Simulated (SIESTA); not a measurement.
GaP:

```xyz
2
Lattice="0.0000 2.7252 2.7252 2.7252 0.0000 2.7252 2.7252 2.7252 0.0000" Properties=species:S:1:pos:R:3 pbc="T T T"
Ga    0.0000    0.0000    0.0000
P     4.0879    4.0879    4.0879
```

Base run:

| Quantity | Value |
| --- | --- |
| Program | SIESTA 5.4.2 |
| Functional | PBE |
| Potentials or basis | PseudoDojo 0.4 standard (PBE files) |
| Basis | DZ (energy shift 0.002 Ry; radii capped at 9.5 bohr) |
| Grid cutoff | 800 Ry |
| Energy shift | 0.002 Ry |
| k mesh | 8 × 8 × 8 |
| Occupations | fermi-dirac, width 0.05 eV |
| Spin | no spin polarisation |

Its results: band gap on the k mesh 1.92 eV, direct; pressure 6.1 GPa.

Problem. After a change of settings the same cell gave: band gap on the k mesh 1.61 eV, indirect (least direct gap 1.89 eV); pressure 1.5 GPa. Which change was it?
A. basis from DZ (energy shift 0.002 Ry; radii capped at 9.5 bohr) to DZP (energy shift 0.003 Ry; two zetas on semicore shells); energy shift from 0.002 Ry to 0.003 Ry
B. functional from PBE to RPBE; basis from DZ (energy shift 0.002 Ry; radii capped at 9.5 bohr) to DZP (energy shift 0.002 Ry; radii capped at 9.5 bohr)
C. basis from DZ (energy shift 0.002 Ry; radii capped at 9.5 bohr) to TZP (energy shift 0.01 Ry); energy shift from 0.002 Ry to 0.01 Ry
D. basis from DZ (energy shift 0.002 Ry; radii capped at 9.5 bohr) to TZP (energy shift 0.002 Ry; radii capped at 9.5 bohr)

Solution. C.

Caveats: semicore shells carry a single zeta, which can move pressures by several GPa and volumes by a few percent; the basis of atomic orbitals isn't converged, which shifts pressures, moduli and gaps; the basis has no polarisation orbitals (some runs).

Not every run made on this cell is shown here.
